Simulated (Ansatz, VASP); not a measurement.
## AlN in VASP and in Ansatz

Contents of POSCAR:

```
AlN
1.0
    0.0000000000      2.1395967983      2.1395967983
    2.1395967983      0.0000000000      2.1395967983
    2.1395967983      2.1395967983      0.0000000000
Al N
1 1
Direct
    0.0000000000      0.0000000000      0.0000000000
    0.5000000000      0.5000000000      0.5000000000
```

Contents of INCAR.step1:

```
PREC = Accurate
ENCUT = 520
ISMEAR = 0
SIGMA = 0.01
LREAL = False
LASPH = True
NELM = 100
NBANDS = 11
GGA = PE
ALGO = Normal
EDIFF = 1E-4
LWAVE = True
LCHARG = False
```

The input INCAR.step2:

```
PREC = Accurate
ENCUT = 520
EDIFF = 1E-6
ISMEAR = 0
SIGMA = 0.01
LREAL = False
LASPH = True
NELM = 100
ALGO = Normal
ISIF = 2
LWAVE = False
LCHARG = True
METAGGA = R2SCAN
LMIXTAU = True
LELF = True
LVHAR = True
NBANDS = 11
ISTART = 1
```

The input KPOINTS:

```
regular mesh
0
Gamma
  10 10 10
```

Input for Ansatz:

```yaml
crystal:
  lattice:
    - [0.0, 2.1395967983, 2.1395967983]
    - [2.1395967983, 0.0, 2.1395967983]
    - [2.1395967983, 2.1395967983, 0.0]
  atoms:
    - { symbol: Al, position: [0.0, 0.0, 0.0] }
    - { symbol: "N", position: [0.5, 0.5, 0.5] }
kpoints:
  mp_grid: { grid: [10, 10, 10] }
  band_path:
    path:
      - [0.0, 0.0, 0.0]
      - [0.5, 0.0, 0.5]
      - [0.625, 0.25, 0.625]
      - [0.375, 0.375, 0.75]
      - [0.5, 0.5, 0.5]
      - [0.5, 0.25, 0.75]
      - [-0.007812, 0.0, 0.005208]
      - [0.0, 0.5, 0.5]
    npoints: 1
hamiltonian:
  xc: r2scan
scf:
  occupations: { method: fixed }
  n_extra_bands: 4
output:
  forces: true
  stress: true
  eigenvalues: true
```

Change from the starting cell: hydrostatic strain +6.0%.

Alike in both runs: task single point; functional r2SCAN; k mesh 10 × 10 × 10; no spin polarisation.

|  | VASP | Ansatz |
| --- | --- | --- |
| version | VASP 6.6.1 | Ansatz 0.2.0 |
| potentials or method | VASP PAW PBE potentials, release 64 (Al, N) | plane waves, PAW |
| plane-wave cutoff (eV) | 520 | 500 |
| occupations | gaussian, width 0.01 eV | fixed |
| valence electrons in the cell | 8 | 8 |

```tsv
	VASP	Ansatz	Ansatz less VASP
gap on the k mesh at the Fermi level (eV)	3.87	3.87	0.000
pressure (GPa)	-34.7	-34.0	+0.65
```

Caveats: the cell as given lies far from equilibrium; so large a pressure means that the cell lies far from this level's equilibrium, or that cutoff or potentials fall short (VASP); the potentials were made for another functional, which shifts forces and pressure (VASP). A k mesh can miss the band edges.
